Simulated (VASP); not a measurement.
Write the native input for VASP 6.6.1 that does the following.

* Task: relaxation of cell and atoms
* Functional: PBE
* Potentials or basis: VASP PAW PBE potentials, release 64 (As, Pt)
* Cutoff: 600 eV
* k mesh: 6 × 6 × 6
* Occupations: gaussian, width 0.03 eV
* Spin: no spin polarisation
* Further INCAR settings: ALGO = Normal; EDIFF = 1e-06; IBRION = 2; EDIFFG = -0.01; NSW = 90; ISIF = 3

The structure of As2Pt (Sperrylite) lies in POSCAR:

```
As2Pt
1.0
    5.9665000000      0.0000000000      0.0000000000
    0.0000000000      5.9665000000      0.0000000000
    0.0000000000      0.0000000000      5.9665000000
As Pt
8 4
Direct
    0.3830000000      0.3830000000      0.3830000000
    0.1170000000      0.6170000000      0.8830000000
    0.8830000000      0.1170000000      0.6170000000
    0.6170000000      0.8830000000      0.1170000000
    0.6170000000      0.6170000000      0.6170000000
    0.8830000000      0.3830000000      0.1170000000
    0.1170000000      0.8830000000      0.3830000000
    0.3830000000      0.1170000000      0.8830000000
    0.0000000000      0.0000000000      0.0000000000
    0.5000000000      0.0000000000      0.5000000000
    0.5000000000      0.5000000000      0.0000000000
    0.0000000000      0.5000000000      0.5000000000
```

These files were run (other wordings do the same):

INCAR

```
SYSTEM = As2Pt
ALGO = Normal
EDIFF = 1E-6
EDIFFG = -0.01
ENCUT = 600
GGA = PE
IBRION = 2
ISIF = 3
ISMEAR = 0
KPAR = 4
LASPH = .TRUE.
LCHARG = .FALSE.
LREAL = .FALSE.
LWAVE = .FALSE.
NELM = 80
NSW = 90
PREC = Accurate
SIGMA = 0.03
```

KPOINTS

```
k-points
0
G
  6 6 6
  0 0 0
```

Potentials or basis: VASP PAW PBE potentials, release 64 (As, Pt).

Launch:

```bash
$ cat potpaw_PBE.64/As/POTCAR potpaw_PBE.64/Pt/POTCAR > POTCAR
$ mpirun -np 4 vasp_std > vasp.out
```

It gave:

The relaxed volume is 18.53 Å³/atom, the relaxed cell is a = 6.058 Å, b = 6.058 Å, c = 6.058 Å, α = 90.00°, β = 90.00°, γ = 90.00° and the space group after relaxing (to 0.05 Å) is Pa-3 (No. 205). The energy gained by relaxing is 17.5 meV/atom and the ionic steps are 6. The pressure after relaxing is 0.0 GPa. The band gap on the k mesh is 0.11 eV, indirect (least direct gap 0.78 eV).

Caveat: spin-orbit coupling is left out, which moves the levels of the heavy elements.

It took 5.3 min on 4 MPI ranks on Intel(R) Xeon(R) Platinum 8488C (Sapphire Rapids), on a shared host, peak memory 0.5 GiB a rank.
